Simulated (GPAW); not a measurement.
Wanted: an ASE script for a GPAW 26.7.0 run.

- Task: band structure
- Functional: r4SCAN
- Potentials or basis: GPAW PAW data sets (gpaw-data 1.2.1)
- Cutoff: 800 eV
- Basis: pw
- k mesh: 7 × 7 × 2
- Occupations: fermi-dirac, width 0.05 eV
- Spin: no spin polarisation
- Maxiter: 150
- Band path: GMKGALHA,LM,KH
- Band points: 80

The structure of C lies in C.cif:

```cif
data_C
_cell_length_a 2.52210000
_cell_length_b 2.52210000
_cell_length_c 8.23710000
_cell_angle_alpha 90.00000000
_cell_angle_beta 90.00000000
_cell_angle_gamma 120.00000000
_space_group_name_H-M_alt 'P6_3/mmc'
_space_group_name_Hall '-P 6c 2c'
_space_group_IT_number 194
loop_
_space_group_symop_operation_xyz
'x,y,z'
'-x,-y,-z'
'x-y,x,z+1/2'
'-x+y,-x,-z+1/2'
'-y,x-y,z'
'y,-x+y,-z'
'-x,-y,z+1/2'
'x,y,-z+1/2'
'-x+y,-x,z'
'x-y,x,-z'
'y,-x+y,z+1/2'
'-y,x-y,-z+1/2'
'-y,-x,-z+1/2'
'y,x,z+1/2'
'-x,-x+y,-z'
'x,x-y,z'
'-x+y,y,-z+1/2'
'x-y,-y,z+1/2'
'y,x,-z'
'-y,-x,z'
'x,x-y,-z+1/2'
'-x,-x+y,z+1/2'
'x-y,-y,-z'
'-x+y,y,z'
loop_
_atom_site_label
_atom_site_type_symbol
_atom_site_symmetry_multiplicity
_atom_site_Wyckoff_symbol
_atom_site_fract_x
_atom_site_fract_y
_atom_site_fract_z
_atom_site_occupancy
C1 C 4 f 0.6666666667 0.3333333333 0.8437500000 1
C2 C 4 e 0.0000000000 0.0000000000 0.9062500000 1
```

This is a hexagonal form of diamond, not graphite.

The input as run:

run.py

```python
from ase.dft.bandgap import bandgap
from ase.io import read, write
from ase.units import GPa
from gpaw import GPAW, PW

atoms = read('C.cif')

calc = GPAW(mode=PW(800),
            xc='MGGA_X_R4SCAN+MGGA_C_R2SCAN',
            kpts={'size': (7, 7, 2), 'gamma': True},
            occupations={'name': 'fermi-dirac', 'width': 0.05},
            nbands=32,
            convergence={'density': 1e-05, 'energy': 1e-05},
            maxiter=150,
            txt='gpaw.txt')
atoms.calc = calc
energy = atoms.get_potential_energy()
forces = atoms.get_forces()
stress = atoms.get_stress()
calc.write('gs.gpw')
write('result.traj', atoms)
print(f'Energy: {energy:.6f} eV')
print('Forces (eV/A):')
print(forces.round(4))
print('Stress (GPa):', (stress / GPa).round(3))
print('Fermi level:', round(calc.get_fermi_level(), 4), 'eV')
print(f'Gap: {bandgap(calc)[0]:.4f} eV, direct: {bandgap(calc, direct=True)[0]:.4f} eV')

path = atoms.cell.bandpath('GMKGALHA,LM,KH', npoints=80, eps=1e-4)
bs_calc = calc.fixed_density(kpts=path, symmetry='off', nbands=46,
                             convergence={'bands': 'CBM+6.0', 'eigenstates': 1e-6}, txt='bands.txt')
bs = bs_calc.band_structure()
bs.write('bs.json')
print(f'Gap on the path: {bandgap(bs_calc)[0]:.4f} eV')
```

Potentials or basis: GPAW PAW data sets (gpaw-data 1.2.1), pw.

The run is started by

```console
$ OMP_NUM_THREADS=1 python run.py
```

It gave:

```
Pressure                : -3.8 GPa
Largest force           : 0.415 eV/Å
Band gap on the k mesh  : 4.71 eV, indirect (least direct gap 5.55 eV)
Band gap along the path : 4.70 eV, indirect (least direct gap 5.55 eV)
```

Caveat: the k mesh is coarse; the PAW data sets were made with another functional, which shifts forces and pressure a little.

Run time: 4.5 min on 1 thread of Arm Neoverse V2 (shared host), peak memory 0.43 GiB.
